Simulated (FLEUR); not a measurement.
Input of a FLEUR MaX-R8.1 (later development tree) run:

File inp.xml:

```xml
<?xml version="1.0" encoding="UTF-8" standalone="no"?>
<fleurInput fleurInputVersion="0.39">
   <comment>
      Ga                                                                                                  
   </comment>
   <calculationSetup>
      <cutoffs Kmax="4.17" Gmax="12.9" GmaxXC="12.9" numbands="0"/>
      <scfLoop itmax="60" minDistance="0.00001" maxIterBroyd="15" imix="Anderson" alpha="0.05" precondParam="0.0" spinf="2.0" sdNocoIR="T"/>
      <coreElectrons ctail="T" frcor="F" kcrel="0" coretail_lmax="0"/>
      <xcFunctional name="vwn" relativisticCorrections="F"/>
      <magnetism jspins="1"/>
      <soc l_soc="F" theta="0.0" phi="0.0" spav="F"/>
      <expertModes spex="0" secvar="F"/>
      <geometryOptimization l_f="F" forcealpha="1.0" forcemix="BFGS" epsdisp="0.00001" epsforce="0.00001"/>
      <ldaU l_linMix="F" mixParam="0.05" spinf="1.0"/>
   </calculationSetup>
   <cell>
      <bzIntegration valenceElectrons="42.0" mode="hist" fermiSmearingEnergy="0.00183747">
         <kPointListSelection listName="default-1"/>
         <!-- k-points included here -->
         <xi:include xmlns:xi="http://www.w3.org/2001/XInclude" href="kpts.xml"> </xi:include>
      </bzIntegration>
      <!-- symmetry operations included here -->
      <xi:include xmlns:xi="http://www.w3.org/2001/XInclude" href="sym.xml"> </xi:include>
      <bulkLattice scale="1.0">
         <bravaisMatrix>
            <row-1>    5.2504567990011290     0.0000000000000000     0.0000000000000000</row-1>
            <row-2>    0.0000000000000000     6.2013418611799951     0.0000000000000000</row-2>
            <row-3>   -2.5387168436244982     0.0000000000000000     7.5405234655447311</row-3>
         </bravaisMatrix>
      </bulkLattice>
   </cell>
   <atomSpecies>
      <species name="Gallium (Ga)" element="Ga" atomicNumber="31">
         <mtSphere radius="2.35" gridPoints="783" logIncrement="0.016"/>
         <atomicCutoffs lmax="9" lnonsphr="9"/>
         <electronConfig flipSpins="F">
            <coreConfig>(1s1/2) (2s1/2) (2p1/2) (2p3/2)</coreConfig>
            <valenceConfig>(3s1/2) (3p1/2) (3p3/2) (4s1/2) (3d3/2) (3d5/2) (4p1/2) (4p3/2)</valenceConfig>
            <stateOccupation state="(4p1/2)" spinUp="0.166667" spinDown="0.166667"/>
            <stateOccupation state="(4p3/2)" spinUp="0.333333" spinDown="0.333333"/>
         </electronConfig>
         <energyParameters s="4" p="4" d="3" f="4"/>
         <lo type="SCLO" l="0" n="3" eDeriv="0"/>
         <lo type="SCLO" l="1" n="3" eDeriv="0"/>
         <lo type="SCLO" l="1" n="3" eDeriv="1"/>
         <lo type="HELO" l="2" n="4" eDeriv="0"/>
         <lo type="HELO" l="2" n="4" eDeriv="1"/>
         <lo type="SCLO" l="3" n="4" eDeriv="2"/>
      </species>
   </atomSpecies>
   <atomGroups>
      <atomGroup species="Gallium (Ga)">
         <relPos label="                   1">.1345962700 -1.000/4.000 -.2298331700</relPos>
         <relPos label="                   2">-.1345962700 1.000/4.000 .2298331700</relPos>
         <force calculate="T" relaxXYZ="TTT"/>
      </atomGroup>
   </atomGroups>
   <output dos="F" band="F" slice="F">
      <checks vchk="F" cdinf="F"/>
      <bandDOS minEnergy="-.5*Htr" maxEnergy="0.5*Htr" sigma="0.015" storeEVData="T"/>
      <vacuumDOS vacdos="F" integ="F" star="F" nstars="0" locx1="0.0" locy1="0.0" locx2="0.0" locy2="0.0" nstm="0" tworkf="0.0"/>
      <unfoldingBand unfoldBand="F" supercellX="1" supercellY="1" supercellZ="1"/>
      <plotting iplot="0" polar="F">
         <plot TwoD="T" vec1="  1.0  0.0  0.0" vec2="  0.0  1.0  0.0" vec3="  0.0  0.0  1.0" zero="  0.0  0.0  0.0" file="plot"/>
      </plotting>
      <chargeDensitySlicing numkpt="0" minEigenval="0.0" maxEigenval="0.0" nnne="0" pallst="F"/>
      <specialOutput eonly="F"/>
      <moessbauerParams electricFieldGradient="T" isomerShift="T" coreHyperfine="T" valenceHyperfine="T"/>
      <magneticCircularDichroism mcd="F" energyLo="-10.0" energyUp="0.0"/>
   </output>
  <!-- We include the file relax.xml here to enable relaxations (see documentation) -->
  <xi:include xmlns:xi="http://www.w3.org/2001/XInclude" href="relax.xml"> <xi:fallback/> </xi:include>
</fleurInput>
```

crystal.txt

```
Ga
&input cartesian=F /
2.7784220849  0.0000000000  0.0000000000
0.0000000000  3.2816087900  0.0000000000
-1.3434310986  0.0000000000  3.9902731763
1.8897261246
1.0 1.0 1.0

2
31 0.1345962700  0.7500000000  0.7701668300
31 0.8654037300  0.2500000000  0.2298331700

&kpt div1=10 div2=8 div3=7 gamma=T /
```

File inp.xml (bands):

```
<?xml version="1.0" encoding="UTF-8" standalone="no"?>
<fleurInput fleurInputVersion="0.39">
   <comment>
      Ga                                                                                                  
   </comment>
   <calculationSetup>
      <cutoffs Kmax="4.17" Gmax="12.9" GmaxXC="12.9" numbands="0"/>
      <scfLoop itmax="60" minDistance="0.00001" maxIterBroyd="15" imix="Anderson" alpha="0.05" precondParam="0.0" spinf="2.0" sdNocoIR="T"/>
      <coreElectrons ctail="T" frcor="F" kcrel="0" coretail_lmax="0"/>
      <xcFunctional name="vwn" relativisticCorrections="F"/>
      <magnetism jspins="1"/>
      <soc l_soc="F" theta="0.0" phi="0.0" spav="F"/>
      <expertModes spex="0" secvar="F"/>
      <geometryOptimization l_f="F" forcealpha="1.0" forcemix="BFGS" epsdisp="0.00001" epsforce="0.00001"/>
      <ldaU l_linMix="F" mixParam="0.05" spinf="1.0"/>
   </calculationSetup>
   <cell>
      <bzIntegration valenceElectrons="42.0" mode="hist" fermiSmearingEnergy="0.00183747">
         <kPointListSelection listName="path-1"/>
         <!-- k-points included here -->
         <xi:include xmlns:xi="http://www.w3.org/2001/XInclude" href="kpts.xml"> </xi:include>
      </bzIntegration>
      <!-- symmetry operations included here -->
      <xi:include xmlns:xi="http://www.w3.org/2001/XInclude" href="sym.xml"> </xi:include>
      <bulkLattice scale="1.0">
         <bravaisMatrix>
            <row-1>    5.2504567990011290     0.0000000000000000     0.0000000000000000</row-1>
            <row-2>    0.0000000000000000     6.2013418611799951     0.0000000000000000</row-2>
            <row-3>   -2.5387168436244982     0.0000000000000000     7.5405234655447311</row-3>
         </bravaisMatrix>
      </bulkLattice>
   </cell>
   <atomSpecies>
      <species name="Gallium (Ga)" element="Ga" atomicNumber="31">
         <mtSphere radius="2.35" gridPoints="783" logIncrement="0.016"/>
         <atomicCutoffs lmax="9" lnonsphr="9"/>
         <electronConfig flipSpins="F">
            <coreConfig>(1s1/2) (2s1/2) (2p1/2) (2p3/2)</coreConfig>
            <valenceConfig>(3s1/2) (3p1/2) (3p3/2) (4s1/2) (3d3/2) (3d5/2) (4p1/2) (4p3/2)</valenceConfig>
            <stateOccupation state="(4p1/2)" spinUp="0.166667" spinDown="0.166667"/>
            <stateOccupation state="(4p3/2)" spinUp="0.333333" spinDown="0.333333"/>
         </electronConfig>
         <energyParameters s="4" p="4" d="3" f="4"/>
         <lo type="SCLO" l="0" n="3" eDeriv="0"/>
         <lo type="SCLO" l="1" n="3" eDeriv="0"/>
         <lo type="SCLO" l="1" n="3" eDeriv="1"/>
         <lo type="HELO" l="2" n="4" eDeriv="0"/>
         <lo type="HELO" l="2" n="4" eDeriv="1"/>
         <lo type="SCLO" l="3" n="4" eDeriv="2"/>
      </species>
   </atomSpecies>
   <atomGroups>
      <atomGroup species="Gallium (Ga)">
         <relPos label="                   1">.1345962700 -1.000/4.000 -.2298331700</relPos>
         <relPos label="                   2">-.1345962700 1.000/4.000 .2298331700</relPos>
         <force calculate="T" relaxXYZ="TTT"/>
      </atomGroup>
   </atomGroups>
   <output dos="F" band="T" slice="F">
      <checks vchk="F" cdinf="F"/>
      <bandDOS minEnergy="-.5*Htr" maxEnergy="0.5*Htr" sigma="0.015" storeEVData="T"/>
      <vacuumDOS vacdos="F" integ="F" star="F" nstars="0" locx1="0.0" locy1="0.0" locx2="0.0" locy2="0.0" nstm="0" tworkf="0.0"/>
      <unfoldingBand unfoldBand="F" supercellX="1" supercellY="1" supercellZ="1"/>
      <plotting iplot="0" polar="F">
         <plot TwoD="T" vec1="  1.0  0.0  0.0" vec2="  0.0  1.0  0.0" vec3="  0.0  0.0  1.0" zero="  0.0  0.0  0.0" file="plot"/>
      </plotting>
      <chargeDensitySlicing numkpt="0" minEigenval="0.0" maxEigenval="0.0" nnne="0" pallst="F"/>
      <specialOutput eonly="F"/>
      <moessbauerParams electricFieldGradient="T" isomerShift="T" coreHyperfine="T" valenceHyperfine="T"/>
      <magneticCircularDichroism mcd="F" energyLo="-10.0" energyUp="0.0"/>
   </output>
  <!-- We include the file relax.xml here to enable relaxations (see documentation) -->
  <xi:include xmlns:xi="http://www.w3.org/2001/XInclude" href="relax.xml"> <xi:fallback/> </xi:include>
</fleurInput>
```

Potentials or basis: all-electron, FLAPW.

Run with:

```bash
$ inpgen -f crystal.txt -profile fastHighL
$ # inp.xml edited to the form shown
$ fleur_MPI
$ fleur_MPI   # second run, on inp.xml (bands)
```

(1) Predict the band gap along the path.

Answers

(1) none (metal or under the smearing width).
